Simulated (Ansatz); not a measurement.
Consider the substitution at a C–O bond: `CC(=O)Oc1ccccc1` + HBr → `CC(=O)Br` + `Oc1ccccc1`.

Program: Ansatz. Geometries: PBE0-D4/def2-TZVP. ΔE: electronic, gas phase. CCSD(T)/CBS adds triple-zeta CCSD(T) − MP2 to the extrapolated MP2 energy (def2 sets, frozen cores). DFT in def2-TZVPP. B3LYP here is the variant with VWN-RPA as its local correlation; programs differ in this. HSE06 is defined as in plane-wave codes. For Br outer-core shells are correlated without core-valence functions, which leaves a few kJ/mol of doubt a bond. Scalar relativity is left out up to krypton. One conformer a species, not always the lowest.

```json
{"level": "PBE-D4", "ΔE (kcal/mol)": "1.6", "difference from CCSD(T)/CBS": "-3.6"}
{"level": "BLYP-D4", "ΔE (kcal/mol)": "2.0", "difference from CCSD(T)/CBS": "-3.2"}
{"level": "B3LYP-D4", "ΔE (kcal/mol)": "4.2", "difference from CCSD(T)/CBS": "-1.0"}
{"level": "HSE06-D4", "ΔE (kcal/mol)": "4.0", "difference from CCSD(T)/CBS": "-1.2"}
{"level": "BHLYP-D4", "ΔE (kcal/mol)": "7.0", "difference from CCSD(T)/CBS": "1.8"}
{"level": "PBE-QIDH", "ΔE (kcal/mol)": "5.4", "difference from CCSD(T)/CBS": "0.2"}
{"level": "BLYP", "ΔE (kcal/mol)": "0.5", "difference from CCSD(T)/CBS": "-4.7"}
{"level": "r2SCAN", "ΔE (kcal/mol)": "2.6", "difference from CCSD(T)/CBS": "-2.6"}
{"level": "PBE0", "ΔE (kcal/mol)": "3.4", "difference from CCSD(T)/CBS": "-1.8"}
{"level": "r2SCANh", "ΔE (kcal/mol)": "3.4", "difference from CCSD(T)/CBS": "-1.8"}
{"level": "r2SCAN0", "ΔE (kcal/mol)": "4.6", "difference from CCSD(T)/CBS": "-0.6"}
{"level": "BHLYP", "ΔE (kcal/mol)": "6.3", "difference from CCSD(T)/CBS": "1.1"}
{"level": "MP2/def2-SVP", "ΔE (kcal/mol)": "9.7", "difference from CCSD(T)/CBS": "4.5"}
{"level": "CCSD/def2-SVP", "ΔE (kcal/mol)": "11.6", "difference from CCSD(T)/CBS": "6.4"}
{"level": "CCSD/def2-TZVPP", "ΔE (kcal/mol)": "6.9", "difference from CCSD(T)/CBS": "1.7"}
{"level": "CCSD/CBS(def2)", "ΔE (kcal/mol)": "6.0", "difference from CCSD(T)/CBS": "0.8"}
{"level": "CCSD(T)/CBS", "ΔE (kcal/mol)": "5.2", "difference from CCSD(T)/CBS": "0"}
```

Largest T1 diagnostic among the species: 0.013.

At CCSD(T), def2-SVP lies +5.9 kcal/mol from the extrapolated value and def2-TZVPP +0.9 kcal/mol. From BLYP to BHLYP (50 % exact exchange), in def2-TZVPP and without D4, ΔE moves by +5.8 kcal/mol.

CCSD(T)/CBS has its own doubt, a few kJ/mol and more with outer-core shells, so smaller differences from it don't rank the levels.
